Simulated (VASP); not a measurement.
# Nb: band structure with M06-L

The system is Nb.

```xyz
1
Lattice="0.0000 2.1150 2.1150 2.1150 0.0000 2.1150 2.1150 2.1150 0.0000" Properties=species:S:1:pos:R:3 pbc="T T T"
Nb    0.0000    0.0000    0.0000
```

This isn't the form of Nb at room conditions, which is bcc.

| Item | Value |
| --- | --- |
| Program | VASP 6.6.1 |
| Task | band structure |
| Functional | M06-L |
| Potentials or basis | VASP PAW PBE potentials, release 64 (Nb_pv) |
| Cutoff | 500 eV |
| k mesh | 11 × 11 × 11 |
| Occupations | fermi-dirac, width 0.02 eV |
| Spin | no spin polarisation |
| Further INCAR settings | ALGO = Normal; EDIFF = 1e-07 |

| Property | Result |
| --- | --- |
| Pressure | 2.6 GPa |
| Band gap along the path | none (metal or under the smearing width) |

Levels at the corners of the path, in eV from the Fermi level:
```
point  band 2  band 3  band 4  band 5  band 6  band 7  band 8  band 9
    Γ  -31.67  -31.67   -6.19    0.08    0.08    0.08    2.80    2.80
    X  -32.05  -32.05   -4.04   -3.45    3.41    4.72    5.13    5.13
    X  -32.05  -32.05   -4.04   -3.45    3.41    4.72    5.13    5.13
    W  -32.38  -32.07   -2.67   -1.25   -1.25    2.05    5.13   10.13
    W  -32.38  -32.07   -2.67   -1.25   -1.25    2.05    5.13   10.12
    K  -32.29  -31.97   -3.10   -2.35    0.41    2.87    4.30    8.75
    K  -32.29  -31.97   -3.10   -2.35    0.41    2.87    4.30    8.75
    Γ  -31.67  -31.67   -6.19    0.08    0.08    0.08    2.80    2.80
    Γ  -31.67  -31.67   -6.19    0.08    0.08    0.08    2.80    2.80
    L  -31.81  -31.81   -3.89   -0.04   -0.04    1.13    4.64    4.64
    L  -31.81  -31.81   -3.89   -0.04   -0.04    1.13    4.64    4.64
    U  -32.29  -31.97   -3.10   -2.35    0.41    2.87    4.30    8.81
    U  -32.29  -31.97   -3.10   -2.35    0.41    2.87    4.30    8.74
    W  -32.38  -32.07   -2.67   -1.25   -1.25    2.05    5.13   10.12
    W  -32.38  -32.07   -2.67   -1.25   -1.25    2.05    5.13   10.13
    L  -31.81  -31.81   -3.89   -0.04   -0.04    1.13    4.64    4.64
    L  -31.81  -31.81   -3.89   -0.04   -0.04    1.13    4.64    4.64
    K  -32.29  -31.97   -3.10   -2.35    0.41    2.87    4.30    8.76
    U  -32.29  -31.97   -3.10   -2.35    0.41    2.87    4.30    8.75
    X  -32.05  -32.05   -4.04   -3.45    3.41    4.72    5.13    5.13
```

It took 86 s on 1 thread of Intel(R) Xeon(R) Platinum 8488C (Sapphire Rapids), with other jobs on the host, peak memory 0.16 GiB.

Caveat: the PAW data sets were made with another functional, which shifts forces and pressure a little.
